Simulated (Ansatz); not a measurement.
A 2-atom cell of InP started from a crystallographic database at its r2SCAN geometry, run in Ansatz at 2 levels of theory. (Simulation; spin polarisation is off.)

The PBE0 input:
```yaml
crystal:
  lattice:
    - [0.0, 2.9538132889, 2.9538132889]
    - [2.9538132889, 0.0, 2.9538132889]
    - [2.9538132889, 2.9538132889, 0.0]
  atoms:
    - { symbol: In, position: [0.0, 0.0, 0.0] }
    - { symbol: P, position: [0.25, 0.25, 0.25] }
kpoints:
  mp_grid: { grid: [6, 6, 6] }
  band_path:
    path:
      - [0.0, 0.0, 0.0]
      - [-0.5, -0.5, 0.0]
      - [-0.375, -0.375, 0.25]
      - [-0.375, 0.0, 0.375]
      - [0.0, 0.0, 0.5]
      - [-0.5, -0.25, 0.25]
    npoints: 1
hamiltonian:
  xc: pbe0
scf:
  occupations: { method: fixed }
  n_extra_bands: 4
output:
  forces: true
  stress: true
  eigenvalues: true
```

Main results, then, where recorded, the levels near the gap in eV from the Fermi energy (columns number the bands from 0), one row a point of the path (Γ, X, U, K, L, W):
```
Crystal: 2 atoms, lattice volume = 51.544 Å³
Symmetry: 24 space group operations
Space group: F-43m (ITA 216)
```
```
Basis set: ecut = 420 eV, 965 PW (Γ)
k-points: 16 of 216 (time reversal used)
SCF 1 stopped early in 3 iterations: F = -6353.988411 eV  dr2 = 2.75e-5
SCF 2 stopped early in 5 iterations: F = -6357.982636 eV  dr2 = 9.03e-6
hybrid outer 1: dexx = +9.672e-3 eV, tail = 2.83e-5 eV
SCF 3 converged in 4 iterations: F = -6357.982561 eV  dr2 = 2.66e-9
hybrid outer 2: dexx = +4.252e-7 eV, tail = 9.68e-9 eV, Δε = 1.74e-3 eV
Free energy (F): -6357.982561 eV
Fermi energy:    5.952476 eV
--- Stress (GPa, compression-positive) ---
       -0.431280       0.000000       0.000000
        0.000000      -0.431280       0.000000
        0.000000       0.000000      -0.431280
  P = ⅓ Tr σ = -0.4313 GPa (-4.313 kbar)
```
```tsv
band_6	band_7	band_8	band_9	band_10	band_11
0.000	0.000	0.000	1.962	5.587	5.587
-6.230	-2.506	-2.506	3.048	3.652	10.958
-6.065	-3.565	-2.093	3.714	5.927	9.164
-6.065	-3.565	-2.093	3.714	5.927	9.164
-6.219	-1.048	-1.048	2.833	6.330	6.330
-6.049	-3.202	-3.115	5.715	6.007	7.138
```

The PBE0 gap is direct at Γ: 1.96 eV.

r2SCAN0. Against the first input these blocks differ (the band path and keys that only write files left aside):
```yaml
hamiltonian:
  xc: r2scan0
```

```
Basis set: ecut = 500 eV, 1363 PW (Γ)
k-points: 16 of 216 (time reversal used)
SCF 1 stopped early in 4 iterations: F = -6371.727882 eV  dr2 = 2.32e-6
SCF 2 stopped early in 6 iterations: F = -6371.368888 eV  dr2 = 9.48e-7
hybrid outer 1: dexx = +4.303e-3 eV, tail = 4.30e-6 eV
SCF 3 converged in 3 iterations: F = -6371.368857 eV  dr2 = 4.21e-9
hybrid outer 2: dexx = +1.236e-7 eV, tail = 1.06e-8 eV, Δε = 8.65e-4 eV
Free energy (F): -6371.368857 eV
Fermi energy:    5.856737 eV
--- Stress (GPa, compression-positive) ---
       -1.284535       0.000000       0.000000
        0.000000      -1.284535       0.000000
        0.000000       0.000000      -1.284535
  P = ⅓ Tr σ = -1.2845 GPa (-12.845 kbar)
```
```tsv
band_6	band_7	band_8	band_9	band_10	band_11
0.000	0.000	0.000	2.211	5.781	5.781
-6.324	-2.564	-2.564	3.181	3.794	11.355
-6.153	-3.639	-2.140	3.864	6.128	9.452
-6.153	-3.639	-2.140	3.864	6.128	9.452
-6.323	-1.072	-1.072	3.026	6.525	6.525
-6.134	-3.274	-3.176	5.880	6.235	7.404
```

r2SCAN0 gives a direct gap of 2.21 eV at Γ. At this geometry r2SCAN0 finds -1.3 GPa, compression counted positive: its own equilibrium volume is smaller. (The program warns that its thresholds are loose for a hybrid's stress.)

Totals of different functionals can't be compared.

Spin-orbit coupling is left out.

The meshes of the hybrids are coarse, so their gaps aren't converged to the digits shown.
